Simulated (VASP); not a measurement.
Li: single point with RPBE

Crystal: Li.

```
Li
1.0
     0.00000    2.20200    2.20200
     2.20200    0.00000    2.20200
     2.20200    2.20200    0.00000
Li
1
Direct
  0.00000 0.00000 0.00000
```

This isn't the form of Li at room conditions, which is bcc.

```
Program             : VASP 6.6.1
Task                : single point
Functional          : RPBE
Potentials or basis : VASP PAW PBE potentials, release 64 (Li_sv)
Cutoff              : 520 eV
k mesh              : 10 × 10 × 10
Occupations         : gaussian, width 0.05 eV
Spin                : no spin polarisation
```

```yaml
Band_gap_on_the_k_mesh: none (metal or under the smearing width)
```

Levels at points of the mesh, in eV from the Fermi level:
| k point | band 1 | band 2 | band 3 | band 4 | band 5 |
| --- | --- | --- | --- | --- | --- |
| (0.00, 0.00, 0.00) | -46.77 | -3.46 | 14.08 | 14.08 | 14.08 |
| (0.50, 0.00, 0.00) | -46.76 | 0.05 | 2.81 | 12.38 | 12.38 |
| (0.50, 0.50, 0.00) | -46.75 | 1.55 | 4.55 | 8.26 | 8.26 |

Wall time 9.3 s on 1 thread of Intel(R) Xeon(R) Platinum 8488C (Sapphire Rapids) (shared host), peak memory 0.12 GiB.
